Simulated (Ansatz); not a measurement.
# Sn: the cost of one run

Program: Ansatz 0.2.0. Level of theory: DFT PBEsol, scalar-relativistic, plane waves, PAW. These are calculated values, not measurements.

1 further run of the same task is left out (set aside as unsound or not needed). Runs told in other sessions of the task aren't counted.

### 1 The starting structure

It takes space group I4/mmm (No. 139, tetragonal). Conventional cell: a = 3.235 Å, b = 3.235 Å, c = 5.068 Å, α = 90.00°, β = 90.00°, γ = 90.00°. Around Sn (site symmetry 4/mmm) lie 12 Sn at 3.23 to 3.41 Å.

Coordinates:

```
CELL_PARAMETERS angstrom
-1.61733 1.61733 -2.53388
-3.23465 0.00000 0.00000
0.00000 9.70396 5.06776
ATOMIC_POSITIONS crystal
Sn 0.00000 0.00000 0.00000
Sn 0.50000 0.75000 0.25000
Sn 0.00000 0.50000 0.50000
Sn 0.50000 0.25000 0.75000
```

It is built from the cell relaxed beforehand with the same method (26.51 Å³/atom).

### 2 Zero of energy

The cell is repeated 4 times, 4 atoms in all. Reference values: F = -23799.0261 eV; pressure -0.02 GPa; largest force 0.000 eV/Å; gap on the mesh none (metal). It was computed beforehand with the settings of the runs below.

### 3 Setting up sliding across a plane

The cut lies on the cell's a–b face, a (0 1 1) plane of area 9.72 Å², between layers 2.73 Å apart (Sn below, Sn above); the cell is 10.9 Å thick. Vector c is tilted by f times 1·a + 1·b (length 5.708 Å) with the atoms' Cartesian places fixed: one unrelaxed fault per cell.

### 4 Point f = 0.167

input.yaml

```yaml
crystal:
  lattice:
    - [-1.6173266329, 1.6173266329, -2.5338794537]
    - [-3.2346532658, 0.0, 0.0]
    - [-0.8088250491, 9.9735681471, 4.6453612025]
  atoms:
    - { symbol: Sn, position: [-0.1458625, -0.1458625, 0.875] }
    - { symbol: Sn, position: [0.4791625, 0.7291625, 0.125] }
    - { symbol: Sn, position: [-0.0625125, 0.4374875, 0.375] }
    - { symbol: Sn, position: [0.3958125, 0.1458125, 0.625] }
basis:
  ecutwfc: 420
kpoints:
  mp_grid: { grid: [20, 21, 6] }
hamiltonian:
  xc: pbesol
scf:
  occupations: { method: gaussian, width: 0.15 }
output:
  forces: true
  stress: true
  eigenvalues: true
```

Command:

```console
$ ansatz run input.yaml --threads 2 --pin off --max-ram 5120MiB --backend cpu --events-out ev --progress --plain --runs-dir out
```

**Question.** How long does this run take on 2 threads of AMD EPYC 9R45 (Zen 5), shared host, and how much memory does it need?

About 35 s, with a peak of 2.7 GiB.
